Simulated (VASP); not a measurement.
# Ta (Im-3m) in VASP: notebook

One crystal, Ta, is run at these levels: LDA; tasks: relaxation of cell and atoms.

All numbers are computed with VASP 6.6.1; they aren't measurements. Logs are shortened: lines on timing, memory, paths and dates and some standing lists are left out, and cuts for length are marked.

## (1) The structure

Symmetry: Im-3m, No. 229, cubic system. Conventional cell: a = 3.303 Å, b = 3.303 Å, c = 3.303 Å, α = 90.00°, β = 90.00°, γ = 90.00°. Ta (site symmetry m-3m) has 8 Ta at 2.86 Å as nearest neighbours.

## (2) Relaxation of cell and atoms, LDA, target pressure 20.8 GPa, at which the enthalpy is minimised

The input, INCAR:

```
SYSTEM = Ta
PREC = Accurate
ENCUT = 600
EDIFF = 1E-6
ISMEAR = -1
SIGMA = 0.05
LREAL = .FALSE.
LASPH = .TRUE.
NELM = 100
ALGO = Fast
ISIF = 3
LWAVE = .FALSE.
LCHARG = .FALSE.
GGA = CA
IBRION = 2
NSW = 40
EDIFFG = -0.005
PSTRESS = 208.0
```

The input, KPOINTS:

```
regular mesh
0
G
  23 23 23
  0 0 0
```

The input, POSCAR:

```
Ta
1.0
   -1.6515000000      1.6515000000      1.6515000000
    1.6515000000     -1.6515000000      1.6515000000
    1.6515000000      1.6515000000     -1.6515000000
Ta
1
Direct
    0.0000000000      0.0000000000      0.0000000000
```

Potentials or basis: VASP PAW LDA potentials, release 64 (Ta_pv).

On the command line:

```
> cat potpaw_LDA.64/Ta_pv/POTCAR > POTCAR
> mpirun -np 1 vasp_std > vasp.out
```

OUTCAR:

```text
SYSTEM = Ta
   PREC = Accurate
   ENCUT = 600
   EDIFF = 1E-6
   ISMEAR = -1
   LREAL = .FALSE.
   LASPH = .TRUE.
   NELM = 100
   ISIF = 3
   GGA = CA
   IBRION = 2
   NSW = 40
   EDIFFG = -0.005
   PSTRESS = 208.0

 ion  position               nearest neighbor table
   1  0.000  0.000  0.000-

  LATTYP: Found a body centered cubic cell.
 ALAT       =     3.3030000000

  Lattice vectors:

 A1 = (  -1.6515000000,   1.6515000000,   1.6515000000)
 A2 = (   1.6515000000,  -1.6515000000,   1.6515000000)
 A3 = (   1.6515000000,   1.6515000000,  -1.6515000000)

Analysis of symmetry for initial positions (statically):
=====================================================================
 Subroutine PRICEL returns:
 Original cell was already a primitive cell.

 Routine SETGRP: Setting up the symmetry group for a
 body centered cubic supercell.

 Subroutine GETGRP returns: Found 48 space group operations
 (whereof 48 operations were pure point group operations)
 out of a pool of 48 trial point group operations.

The static configuration has the point symmetry O_h .

Analysis of symmetry for dynamics (positions and initial velocities):
=====================================================================
 Subroutine PRICEL returns:
 Original cell was already a primitive cell.

 Routine SETGRP: Setting up the symmetry group for a
 body centered cubic supercell.

 Subroutine GETGRP returns: Found 48 space group operations
 (whereof 48 operations were pure point group operations)
 out of a pool of 48 trial point group operations.

The dynamic configuration has the point symmetry O_h .

 Subroutine INISYM returns: Found 48 space group operations
 (whereof 48 operations are pure point group operations),
 and found     1 'primitive' translations

----------------------------------------------------------------------------------------

                                     Primitive cell

  volume of cell :      18.0175

  direct lattice vectors                    reciprocal lattice vectors
    -1.651500000  1.651500000  1.651500000     0.000000000  0.302755071  0.302755071
     1.651500000 -1.651500000  1.651500000     0.302755071  0.000000000  0.302755071
     1.651500000  1.651500000 -1.651500000     0.302755071  0.302755071  0.000000000

  length of vectors
     2.860481909  2.860481909  2.860481909     0.428160328  0.428160328  0.428160328

  position of ions in fractional coordinates (direct lattice)
     0.000000000  0.000000000  0.000000000

  ion indices of the primitive-cell ions
   primitive index   ion index
                 1           1

----------------------------------------------------------------------------------------

 KPOINTS: regular mesh

Automatic generation of k-mesh.
 Grid dimensions read from file:
 generate k-points for:   23   23   23

 Generating k-lattice:

  Cartesian coordinates                     Fractional coordinates (reciprocal lattice)
     0.000000000  0.013163264  0.013163264     0.043478261  0.000000000  0.000000000
     0.013163264  0.000000000  0.013163264     0.000000000  0.043478261  0.000000000
     0.013163264  0.013163264  0.000000000     0.000000000  0.000000000  0.043478261

  Length of vectors
     0.018615666  0.018615666  0.018615666

  Shift w.r.t. Gamma in fractional coordinates (k-lattice)
     0.000000000  0.000000000  0.000000000

 Subroutine IBZKPT returns following result:
 ===========================================

 Found    364 irreducible k-points:

 Following reciprocal coordinates:
            Coordinates               Weight
  0.000000  0.000000  0.000000      1.000000
  0.043478  0.000000  0.000000     12.000000
  0.086957  0.000000  0.000000     12.000000
  0.130435  0.000000  0.000000     12.000000
  0.173913  0.000000  0.000000     12.000000
  0.217391  0.000000  0.000000     12.000000
[... 16 lines left out ...]
  0.478261  0.043478  0.000000     24.000000
  0.086957  0.086957  0.000000     24.000000
 [... further k-points ...]
   k-points           NKPTS =    364   k-points in BZ     NKDIM =    364   number of bands    NBANDS=      9
   number of dos      NEDOS =    301   number of ions     NIONS =      1
   total plane-waves  NPLWV =  13824
   dimension x,y,z NGX =    24 NGY =   24 NGZ =   24
   dimension x,y,z NGXF=    48 NGYF=   48 NGZF=   48
   ions per type =               1
   NGX,Y,Z   is equivalent  to a cutoff of  13.95, 13.95, 13.95 a.u.
   NGXF,Y,Z  is equivalent  to a cutoff of  27.90, 27.90, 27.90 a.u.
 SYSTEM =  Ta
   PREC   = accura    normal or accurate (medium, high low for compatibility)
   ISTART =      0    job   : 0-new  1-cont  2-samecut
   ICHARG =      2    charge: 1-file 2-atom 10-const
   ISPIN  =      1    spin polarized calculation?
   LNONCOLLINEAR =      F non collinear calculations
   LSORBIT =      F    spin-orbit coupling
   LASPH  =      T    aspherical Exc in radial PAW
   ENCUT  =  600.0 eV  44.10 Ry    6.64 a.u.   5.71  5.71  5.71*2*pi/ulx,y,z
   NELM   =    100;   NELMIN=  2; NELMDL= -5     # of ELM steps
   EDIFF  = 0.1E-05   stopping-criterion for ELM
   LREAL  =      F    real-space projection
   EDIFFG = -.5E-02   stopping-criterion for IOM
   NSW    =     40    number of steps for IOM
   IBRION =      2    ionic relax: 0-MD 1-quasi-New 2-CG
   NFREE  =      1    steps in history (QN), initial steepest desc. (CG)
   ISIF   =      3    stress and relaxation
   ISYM   =      2    0-nonsym 1-usesym 2-fastsym
   POTIM  = 0.5000    time-step for ionic-motion
   TEBEG  =    0.0;   TEEND  =   0.0 temperature during run
   PSTRESS=  208.0 pullay stress
   NELECT =      11.0000    total number of electrons
   NUPDOWN=      -1.0000    fix difference up-down
   EMIN   =  10.00;   EMAX   =-10.00  energy-range for DOS
   EFERMI =   0.00;   METHOD = LEGACY
   ISMEAR =    -1;   SIGMA  =   0.05  broadening in eV -4-tet -1-fermi 0-gaus
   EFERMI_NEDOS =   21; number of points for ismear=-14 and -15
   IALGO  =     68    algorithm
   IMIX   =      4    mixing-type and parameters
     AMIX     =   0.40;   BMIX     =  1.00
     AMIX_MAG =   1.60;   BMIX_MAG =  1.00
  volume/ion in A,a.u.               =      18.02       121.59
  Fermi-wavevector in a.u.,A,eV,Ry     =   1.388802  2.624456 26.242541  1.928772
  Thomas-Fermi vector in A             =   2.512894
   LORBIT       =      0    0 simple, 1 ext, 2 COOP (PROOUT), +10 PAW based schemes
   GGA     = CA    functional components
   LHFCALC =     F    Hartree Fock is set to
   AEXX    =    0.0000 exact exchange contribution
   IVDW    =     0    specifies the selected vdW correction
   LEPSILON=     F    determine dielectric tensor
   LRPA    =     F    only Hartree local field effects (RPA)
 conjugate gradient relaxation of ions
 non-spin polarized calculation
 RMM-DIIS sequential band-by-band and
  energy-cutoff  :      600.00
  volume of cell :       18.02
 maximum number of plane-waves:       617
   NGX = 11   NGY = 11   NGZ = 11

--------------------------------------- Ionic step        1  -------------------------------------------

 number of electron      11.0000002 magnetization

 Free energy of the ion-electron system (eV)
  ---------------------------------------------------
  ext. energy  EPLUGINS =         0.00000000
  ---------------------------------------------------
  free energy    TOTEN  =       -12.81360967 eV

  energy without entropy =      -12.80285182  energy(sigma->0) =      -12.80823075

------------------------ aborting loop because EDIFF is reached ----------------------------------------

  FORCE on cell =-STRESS in cart. coord.  units (eV):
  Direction    XX          YY          ZZ          XY          YZ          ZX
  --------------------------------------------------------------------------------------
  -------------------------------------------------------------------------------------
  Total       -0.9227253     -0.9227253     -0.9227253     -0.0000000      0.0000000     -0.0000000
  in kB      -82.0516480    -82.0516480    -82.0516480     -0.0000000      0.0000000     -0.0000000
  external PRESSURE =    -290.0516480 kB  Pullay stress =     208.0000000 kB
[... 22 lines left out ...]
  enthalpy is  TOTEN    =       -10.4745113457 eV   P V=        2.3390983252

--------------------------------------- Ionic step        2  -------------------------------------------

 number of electron      10.9999999 magnetization

 E-fermi :  10.9682     XC(G=0): -15.6247

 val. band max:       10.9663190408   @ k =   0.2609   0.1739   0.0000
 cond. band min:      10.9737677590   @ k =  -0.3478   0.3913   0.0870
 fundamental gap:      0.0074487182
 Fermi energy:        10.9682000814

 k-point     1 :       0.0000    0.0000    0.0000
  band No.  band energies     occupation
      1     -20.2222      2.00000
      2     -20.2222      2.00000
      3     -20.2222      2.00000
      4       1.5992      2.00000
      5      10.7584      1.97031
      6      10.7584      1.97031
      7      10.7584      1.97031
      8      16.1664      0.00000
      9      16.1664      0.00000
[... 265 lines left out ...]
 k-point    24 :       0.0870    0.0870    0.0000
  band No.  band energies     occupation
      1     -21.5436      2.00000
      2     -20.5098      2.00000
      3     -20.3444      2.00000
      4       3.4465      2.00000
      5       9.8056      2.00000
      6      10.0124      2.00000
      7      12.8630      0.00000
      8      14.5861      0.00000
      9      16.4388      0.00000

 [... further k-points ...]

------------------------ aborting loop because EDIFF is reached ----------------------------------------

  FORCE on cell =-STRESS in cart. coord.  units (eV):
  Direction    XX          YY          ZZ          XY          YZ          ZX
  --------------------------------------------------------------------------------------
  -------------------------------------------------------------------------------------
  Total       16.8885946     16.8885946     16.8885946      0.0000000      0.0000000     -0.0000000
  in kB     2510.0400750   2510.0400750   2510.0400750      0.0000000      0.0000000     -0.0000000
  external PRESSURE =    2302.0400750 kB  Pullay stress =     208.0000000 kB
[... 53 lines left out ...]
  FREE ENERGIE OF THE ION-ELECTRON SYSTEM (eV)
  ---------------------------------------------------
  free  energy   TOTEN  =       -12.7843125691 eV

  energy  without entropy=      -12.7737282353  energy(sigma->0) =      -12.77902040

  enthalpy is  TOTEN    =       -10.6764565024 eV   P V=        2.1078560667

[... ionic steps 4 to 13 ...]

--------------------------------------- Ionic step       14  -------------------------------------------

 number of electron      11.0000001 magnetization

------------------------ aborting loop because EDIFF is reached ----------------------------------------

  FORCE on cell =-STRESS in cart. coord.  units (eV):
  Direction    XX          YY          ZZ          XY          YZ          ZX
  --------------------------------------------------------------------------------------
  -------------------------------------------------------------------------------------
  Total        2.0393647      2.0393647      2.0393647      0.0000000      0.0000000      0.0000000
  in kB      205.0661163    205.0661163    205.0661163      0.0000000      0.0000000      0.0000000
  external PRESSURE =      -2.9338837 kB  Pullay stress =     208.0000000 kB
[... 59 lines left out ...]
  enthalpy is  TOTEN    =       -10.6820111862 eV   P V=        2.0676986322

--------------------------------------- Ionic step       16  -------------------------------------------

 number of electron      11.0000001 magnetization

 Free energy of the ion-electron system (eV)
  ---------------------------------------------------
  ext. energy  EPLUGINS =         0.00000000
  ---------------------------------------------------
  free energy    TOTEN  =       -12.74802778 eV

  energy without entropy =      -12.73795910  energy(sigma->0) =      -12.74299344

 E-fermi :   6.4810     XC(G=0): -13.4361

 val. band max:        6.4776739221   @ k =   0.3043   0.1739   0.0435
 cond. band min:       6.4874496943   @ k =   0.3478   0.2174   0.0870
 fundamental gap:      0.0097757722
 Fermi energy:         6.4810439536

 k-point     1 :       0.0000    0.0000    0.0000
  band No.  band energies     occupation
      1     -25.9274      2.00000
      2     -25.9274      2.00000
      3     -25.9274      2.00000
      4      -1.8117      2.00000
      5       7.1241      0.00001
      6       7.1241      0.00001
      7       7.1241      0.00001
      8      10.8444      0.00000
      9      10.8444      0.00000
[... 265 lines left out ...]
 k-point    24 :       0.0870    0.0870    0.0000
  band No.  band energies     occupation
      1     -26.3319      2.00000
      2     -26.0183      2.00000
      3     -25.9630      2.00000
      4      -0.6871      2.00000
      5       6.5350      0.50723
      6       6.6583      0.05608
      7       8.3450      0.00000
      8       9.9376      0.00000
      9      10.9942      0.00000

 [... further k-points ...]

------------------------ aborting loop because EDIFF is reached ----------------------------------------

  FORCE on cell =-STRESS in cart. coord.  units (eV):
  Direction    XX          YY          ZZ          XY          YZ          ZX
  --------------------------------------------------------------------------------------
  -------------------------------------------------------------------------------------
  Total        2.0698176      2.0698176      2.0698176      0.0000000     -0.0000000      0.0000000
  in kB      208.3830621    208.3830621    208.3830621      0.0000000     -0.0000000      0.0000000
  external PRESSURE =       0.3830621 kB  Pullay stress =     208.0000000 kB
[... 16 lines left out ...]
  FREE ENERGIE OF THE ION-ELECTRON SYSTEM (eV)
  ---------------------------------------------------
  free  energy   TOTEN  =       -12.7480277773 eV

  energy  without entropy=      -12.7379590989  energy(sigma->0) =      -12.74299344

  enthalpy is  TOTEN    =       -10.6820150302 eV   P V=        2.0660127470

 reached required accuracy - stopping structural energy minimisation
```

Wall time 3.2 min (1 thread of Intel Xeon Platinum 8488C (Sapphire Rapids), shared host); peak memory 0.22 GiB.

Results:

```yaml
Free_energy: -12.7480 eV
Relaxed_volume: 15.91 Å³/atom
Relaxed_cell: a = 2.745 Å, b = 2.745 Å, c = 2.745 Å, α = 109.47°, β = 109.47°, γ = 109.47°
Space_group_after_relaxing_to_0.05_Å: Im-3m (No. 229)
Energy_change_on_relaxing_the_enthalpy_is_what_falls: +65.6 meV/atom
Ionic_steps: 16
Pressure_after_relaxing: 20.8 GPa
Band_gap_on_the_k_mesh: none (metal or under the smearing width)
```

The path:
| step | energy change (eV) | largest force (eV/Å) | pressure (GPa) | volume (Å³) |
| --- | --- | --- | --- | --- |
| 1 | 0.0000 | 0.0000 | -8.21 | 18.02 |
| 2 | 3.4540 | 0.0000 | 251.00 | 10.78 |
| 3 | 0.0293 | 0.0000 | 15.27 | 16.24 |
| 4 | 0.0524 | 0.0000 | 18.85 | 16.02 |
| 5 | 0.0665 | 0.0000 | 21.01 | 15.91 |
| 6 | 0.0613 | 0.0000 | 20.24 | 15.95 |
| 7 | 0.0616 | 0.0000 | 20.23 | 15.95 |
| 8 | 0.0623 | 0.0000 | 20.39 | 15.94 |
| 9 | 0.0623 | 0.0000 | 20.40 | 15.94 |
| 10 | 0.0623 | 0.0000 | 20.40 | 15.94 |
| 11 | 0.0623 | 0.0000 | 20.41 | 15.94 |
| 12 | 0.0624 | 0.0000 | 20.40 | 15.94 |
| 13 | 0.0627 | 0.0000 | 20.40 | 15.94 |
| 14 | 0.0631 | 0.0000 | 20.51 | 15.93 |
| 15 | 0.0639 | 0.0000 | 20.62 | 15.93 |
| 16 | 0.0656 | 0.0000 | 20.84 | 15.91 |

Final structure:
```
Ta
1.0
    -1.58455    1.58455    1.58455
     1.58455   -1.58455    1.58455
     1.58455    1.58455   -1.58455
Ta
1
Direct
  0.00000 0.00000 0.00000
```

Caveat: the cell is relaxed towards a set pressure, so the enthalpy falls and the energy may rise. The run has no spin-orbit coupling, so splittings on Ta are missing.

## (3) Relaxation of cell and atoms, LDA, target pressure 50.2 GPa, at which the enthalpy is minimised

Changes to INCAR since step 2:

```diff
@@ -17,2 +17,2 @@
 EDIFFG = -0.005
-PSTRESS = 208.0
+PSTRESS = 502.0
```

KPOINTS is that of step 2.

POSCAR is that of step 2.

Potentials or basis: VASP PAW LDA potentials, release 64 (Ta_pv).

On the command line:

```
> cat potpaw_LDA.64/Ta_pv/POTCAR > POTCAR
> mpirun -np 1 vasp_std > vasp.out
```

Run time: 4.5 min. Hardware: 1 thread of Intel Xeon Platinum 8488C (Sapphire Rapids), shared host; peak memory 0.23 GiB.

Results (log left out):

```
Free energy                                            : -12.4648 eV
Relaxed volume                                         : 14.60 Å³/atom
Relaxed cell                                           : a = 2.667 Å, b = 2.667 Å, c = 2.667 Å, α = 109.47°, β = 109.47°, γ = 109.47°
Space group after relaxing (to 0.05 Å)                 : Im-3m (No. 229)
Energy change on relaxing (the enthalpy is what falls) : +348.8 meV/atom
Ionic steps                                            : 17
Pressure after relaxing                                : 50.2 GPa
Band gap on the k mesh                                 : none (metal or under the smearing width)
```

The path:
```csv
step,energy change (eV),largest force (eV/Å),pressure (GPa),volume (Å³)
1,0.0000,0.0000,-8.21,18.02
2,30.6090,0.0000,2273.59,5.74
3,0.1210,0.0000,27.88,15.55
4,0.1890,0.0000,35.29,15.20
5,0.3565,0.0000,50.90,14.58
6,0.3365,0.0000,49.12,14.64
7,0.3373,0.0000,49.22,14.64
8,0.3398,0.0000,49.43,14.63
9,0.3398,0.0000,49.44,14.63
10,0.3399,0.0000,49.43,14.63
11,0.3400,0.0000,49.45,14.63
12,0.3403,0.0000,49.45,14.63
13,0.3410,0.0000,49.54,14.63
14,0.3423,0.0000,49.65,14.62
15,0.3449,0.0000,49.87,14.61
16,0.3502,0.0000,50.31,14.60
17,0.3488,0.0000,50.24,14.60
```

Final structure:
```yaml
crystal:
  lattice:
    - [-1.53971, 1.53971, 1.53971]
    - [1.53971, -1.53971, 1.53971]
    - [1.53971, 1.53971, -1.53971]
  atoms:
    - { symbol: Ta, position: [0.00000, 0.00000, 0.00000] }
```

Levels at points of the mesh, in eV from the Fermi level:
```tsv
k point	band 2	band 3	band 4	band 5	band 6	band 7	band 8	band 9
(0.00, 0.00, 0.00)	-32.08	-32.08	-8.58	0.58	0.58	0.58	4.65	4.65
```

Caveat: the cell is relaxed towards a set pressure, so the enthalpy falls and the energy may rise; the volume moved by over 15 % at a fixed basis, so the end points are rough.
